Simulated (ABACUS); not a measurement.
Wanted: the native input for an ABACUS 3.10.1 run.

```
Task                                          : single point
Functional                                    : PBE
Potentials or basis                           : SG15 ONCV 1.2 PBE
Cutoff                                        : 1333 eV
Density cutoff                                : 5333 eV
Basis                                         : plane waves
k mesh                                        : 10 × 10 × 10
Occupations                                   : fermi-dirac, width 0.05 eV
Spin                                          : collinear spin, ferromagnetic start
Starting moments                              : [1.0] μB
Radial cutoff of the potentials (pseudo_rcut) : 10 bohr
SCF threshold on the density                  : 1e-08
Max SCF steps                                 : 100
Eigensolver                                   : dav
Mixing                                        : broyden
Mixing share                                  : 0.4
Symmetry key                                  : 1
```

Crystal: Ni.

```
Ni
1.0
     0.00000    1.73757    1.73757
     1.73757    0.00000    1.73757
     1.73757    1.73757    0.00000
Ni
1
Direct
  0.00000 0.00000 0.00000
```

One way to write it, as run:

INPUT

```
INPUT_PARAMETERS
suffix              Ni
calculation         scf
basis_type          pw
pseudo_dir          ./
symmetry            1
dft_functional      pbe
ecutwfc             98
pseudo_rcut         10
nspin               2
nbands              20
ks_solver           dav
smearing_method     fd
smearing_sigma      0.00367493
scf_thr             1e-08
scf_nmax            100
mixing_type         broyden
mixing_beta         0.4
cal_force           1
cal_stress          1
out_chg             1
kpar                4
```

STRU

```
ATOMIC_SPECIES
Ni 58.6934 Ni_ONCV_PBE-1.2.upf

LATTICE_CONSTANT
1.8897261246

LATTICE_VECTORS
0.0000000000 1.7375729330 1.7375729330
1.7375729330 0.0000000000 1.7375729330
1.7375729330 1.7375729330 0.0000000000

ATOMIC_POSITIONS
Direct

Ni
0.0
1
0.0000000000 0.0000000000 0.0000000000 1 1 1 mag 1
```

KPT

```
K_POINTS
0
Gamma
10 10 10 0 0 0
```

Potentials or basis: SG15 ONCV 1.2 PBE, plane waves.

Launch:

```sh
$ OMP_NUM_THREADS=1 mpirun -np 4 abacus > log
```

It gave:

| Quantity | Value |
| --- | --- |
| Pressure | 9.8 GPa |
| Band gap on the k mesh | none (metal or under the smearing width) |
| Net moment | 0.69 μB per cell |
| Absolute moment | 0.77 μB per cell |

Wall time 10 s on 4 MPI ranks on AMD EPYC 7R13 Processor (Zen 3), on a shared host, peak memory 0.28 GiB a rank.
